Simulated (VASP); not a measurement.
Method: PBEsol GGA, VASP's PBE PAW potentials (set 64) (plane waves; VASP 6.6.1).

A VASP calculation is set up with these files.

### POSCAR
```
CoPt
1.0
  2.6900000000   0.0000000000   0.0000000000
  0.0000000000   2.6900000000   0.0000000000
  0.0000000000   0.0000000000   3.7000000000
Co Pt
1 1
direct
  0.0000000000   0.0000000000   0.0000000000
  0.5000000000   0.5000000000   0.5000000000
```

INCAR:
```
! general
SYSTEM  = CoPt
PREC    = Accurate
ENCUT   = 520   ! plane-wave cut-off (eV)
LREAL   = F   ! projection in real space or not
LASPH   = T   ! aspherical one-centre terms

! electronic loop
EDIFF   = 1E-6   ! SCF stop (eV)
NELM    = 100
ALGO    = Normal   ! blocked Davidson
LMAXMIX = 6

! smearing
ISMEAR  = 1
SIGMA   = 0.1

! functional
GGA     = PS

! spin
ISPIN   = 2
MAGMOM  = 2.0 0.0

! ions
IBRION  = 2   ! conjugate gradients
NSW     = 60   ! most ionic steps
ISIF    = 3   ! ions, shape and volume
EDIFFG  = -0.01   ! ionic stop

! output
LWAVE   = F
LCHARG  = F
LORBIT  = 10
```

**KPOINTS**
```
Regular mesh
0
Gamma
12 12 9
```

POTCAR, in this order: Co Pt (PBE.64 set). Program: vasp_std.

Output

File OSZICAR:
```
       N       E                     dE             d eps       ncg     rms          rms(c)
DAV:   1     0.101873256108E+03    0.10187E+03   -0.88516E+03  7904   0.149E+03
DAV:   2    -0.123217630556E+02   -0.11420E+03   -0.10573E+03  8356   0.286E+02
DAV:   3    -0.165024071083E+02   -0.41806E+01   -0.40090E+01  9054   0.666E+01
DAV:   4    -0.165559472811E+02   -0.53540E-01   -0.53483E-01  9416   0.652E+00
DAV:   5    -0.165574673334E+02   -0.15201E-02   -0.15200E-02  9540   0.119E+00    0.175E+01
DAV:   6    -0.188736198475E+02   -0.23162E+01   -0.19449E+01  8160   0.107E+02    0.255E+01
DAV:   7    -0.149295161465E+02    0.39441E+01   -0.10859E+01  9874   0.982E+01    0.793E+00
DAV:   8    -0.148915078672E+02    0.38008E-01   -0.53719E-01  9016   0.103E+01    0.359E+00
DAV:   9    -0.148221307598E+02    0.69377E-01   -0.11078E-01 10856   0.797E+00    0.937E-01
DAV:  10    -0.148214227313E+02    0.70803E-03   -0.13637E-02 10304   0.144E+00    0.433E-01
DAV:  11    -0.148207588746E+02    0.66386E-03   -0.15621E-03 10564   0.972E-01    0.219E-01
DAV:  12    -0.148204711470E+02    0.28773E-03   -0.28762E-04 10816   0.369E-01    0.698E-02
DAV:  13    -0.148204662167E+02    0.49303E-05   -0.24913E-05  9530   0.820E-02    0.361E-02
DAV:  14    -0.148204594432E+02    0.67735E-05   -0.13569E-05  8370   0.520E-02    0.190E-02
DAV:  15    -0.148204613776E+02   -0.19344E-05   -0.55497E-06  5000   0.318E-02    0.885E-03
DAV:  16    -0.148204611583E+02    0.21925E-06   -0.69706E-07  4214   0.132E-02
   1 F= -.14820461E+02 E0= -.14820360E+02  d E =-.148205E+02  mag=     2.2738
       N       E                     dE             d eps       ncg     rms          rms(c)
DAV:   1    -0.166357112137E+02   -0.18152E+01   -0.32146E+01  8116   0.813E+01    0.122E+01
DAV:   2    -0.153522873333E+02    0.12834E+01   -0.68470E+00  8618   0.562E+01    0.879E+00
DAV:   3    -0.153123456194E+02    0.39942E-01   -0.61883E+00  9676   0.680E+01    0.954E+00
DAV:   4    -0.147932582971E+02    0.51909E+00   -0.75028E-01  9422   0.215E+01    0.298E+00
DAV:   5    -0.147628284306E+02    0.30430E-01   -0.58365E-02 11596   0.432E+00    0.151E+00
DAV:   6    -0.147511822216E+02    0.11646E-01   -0.18668E-02 11242   0.323E+00    0.377E-01
DAV:   7    -0.147503520682E+02    0.83015E-03   -0.24048E-03 11842   0.679E-01    0.124E-01
DAV:   8    -0.147504476155E+02   -0.95547E-04   -0.14636E-04 10186   0.214E-01    0.795E-02
DAV:   9    -0.147504677694E+02   -0.20154E-04   -0.31660E-05 10406   0.966E-02    0.400E-02
DAV:  10    -0.147504624666E+02    0.53028E-05   -0.63385E-06  9386   0.627E-02    0.197E-02
DAV:  11    -0.147504618208E+02    0.64584E-06   -0.23713E-06  5622   0.340E-02
   2 F= -.14750462E+02 E0= -.14750268E+02  d E =0.699993E-01  mag=     2.1155
       N       E                     dE             d eps       ncg     rms          rms(c)
DAV:   1    -0.156789223034E+02   -0.92846E+00   -0.14359E+01  8044   0.570E+01    0.673E+00
DAV:   2    -0.151775730317E+02    0.50135E+00   -0.35114E+00  8650   0.429E+01    0.607E+00
DAV:   3    -0.150267986771E+02    0.15077E+00   -0.19643E+00  9256   0.376E+01    0.607E+00
DAV:   4    -0.148533017688E+02    0.17350E+00   -0.32219E-01  9784   0.171E+01    0.186E+00
DAV:   5    -0.148488877866E+02    0.44140E-02   -0.13604E-02  8890   0.126E+00    0.119E+00
DAV:   6    -0.148450269543E+02    0.38608E-02   -0.48578E-03  9952   0.969E-01    0.221E-01
DAV:   7    -0.148451187634E+02   -0.91809E-04   -0.96788E-04 10774   0.468E-01    0.129E-01
DAV:   8    -0.148450944371E+02    0.24326E-04   -0.78329E-05 10820   0.201E-01    0.387E-02
DAV:   9    -0.148451020232E+02   -0.75860E-05   -0.33115E-05 10962   0.688E-02    0.163E-02
DAV:  10    -0.148451014219E+02    0.60123E-06   -0.16787E-06  5072   0.309E-02
   3 F= -.14845101E+02 E0= -.14845055E+02  d E =-.246403E-01  mag=     2.2230
       N       E                     dE             d eps       ncg     rms          rms(c)
DAV:   1    -0.148453936236E+02   -0.29160E-03   -0.45410E-03  8080   0.988E-01    0.125E-01
DAV:   2    -0.148452234115E+02    0.17021E-03   -0.10919E-03  8580   0.743E-01    0.117E-01
DAV:   3    -0.148451927083E+02    0.30703E-04   -0.65335E-04  9420   0.769E-01    0.122E-01
DAV:   4    -0.148451242568E+02    0.68451E-04   -0.99296E-05  9590   0.302E-01    0.324E-02
DAV:   5    -0.148451216590E+02    0.25978E-05   -0.41057E-06  8122   0.276E-02    0.184E-02
DAV:   6    -0.148451203279E+02    0.13311E-05   -0.17020E-06  5698   0.296E-02    0.246E-03
DAV:   7    -0.148451203782E+02   -0.50299E-07   -0.55441E-07  3968   0.129E-02
   4 F= -.14845120E+02 E0= -.14845078E+02  d E =-.246592E-01  mag=     2.2212
       N       E                     dE             d eps       ncg     rms          rms(c)
DAV:   1    -0.148452051764E+02   -0.84848E-04   -0.33072E-03  8266   0.506E-01    0.604E-02
DAV:   2    -0.148452179477E+02   -0.12771E-04   -0.25007E-04  9890   0.462E-01    0.108E-01
DAV:   3    -0.148451526699E+02    0.65278E-04   -0.18767E-04  9404   0.416E-01    0.279E-02
DAV:   4    -0.148451438990E+02    0.87709E-05   -0.23280E-05 10728   0.772E-02    0.957E-03
DAV:   5    -0.148451431470E+02    0.75199E-06   -0.15023E-06  4636   0.177E-02
   5 F= -.14845143E+02 E0= -.14845103E+02  d E =-.227688E-04  mag=     2.2225
```

**OUTCAR**
```
------------------------ aborting loop because EDIFF is reached ----------------------------------------
  FORCE on cell =-STRESS in cart. coord.  units (eV):
  Direction    XX          YY          ZZ          XY          YZ          ZX
  --------------------------------------------------------------------------------------
  Total        0.0134456      0.0134456     -0.0152454      0.0000000      0.0000000      0.0000000
  in kB        0.8337781      0.8337781     -0.9453835      0.0000000      0.0000000      0.0000000
  external PRESSURE =       0.2407242 kB  Pullay stress =       0.0000000 kB
  volume of cell :       25.84
      direct lattice vectors                 reciprocal lattice vectors
     2.658775411  0.000000000 -0.000000000     0.376113001  0.000000000 -0.000000000
     0.000000000  2.658775411  0.000000000     0.000000000  0.376113001  0.000000000
     0.000000000  0.000000000  3.654911433     0.000000000  0.000000000  0.273604441
 POSITION                                       TOTAL-FORCE (eV/Angst)
 -----------------------------------------------------------------------------------
      0.00000      0.00000      0.00000        -0.000000      0.000000      0.000000
      1.32939      1.32939      1.82746         0.000000      0.000000      0.000000
 -----------------------------------------------------------------------------------
    total drift:                               -0.000000      0.000000      0.000000
  FREE ENERGIE OF THE ION-ELECTRON SYSTEM (eV)
  ---------------------------------------------------
  free  energy   TOTEN  =       -14.8451431470 eV

  energy  without entropy=      -14.8450222750  energy(sigma->0) =      -14.84510286

 total charge

# of ion       s       p       d       tot
------------------------------------------
    1        0.426   0.474   7.231   8.131
    2        0.725   0.712   8.055   9.492
--------------------------------------------------
tot          1.151   1.186  15.286  17.623

 magnetization (x)

# of ion       s       p       d       tot
------------------------------------------
    1       -0.001  -0.011   1.852   1.840
    2       -0.013  -0.048   0.446   0.385
--------------------------------------------------
tot         -0.014  -0.059   2.298   2.226

 reached required accuracy - stopping structural energy minimisation
```
(Selected blocks of OUTCAR.)

### CONTCAR
```
CoPt
   1.00000000000000
     2.6587754107396466    0.0000000000000000   -0.0000000000000000
     0.0000000000000000    2.6587754107396466    0.0000000000000000
     0.0000000000000000    0.0000000000000000    3.6549114332437722
  Co              Pt
     1     1
Direct
     0.0000000000000000    0.0000000000000000    0.0000000000000000
     0.5000000000000000    0.5000000000000000    0.5000000000000000
```

Energy and stress use the plane-wave basis of the starting cell.

The compound is CoPt in the L1_0 structure. This run relaxes it. Symmetry was kept, so distortions that lower it aren't found.
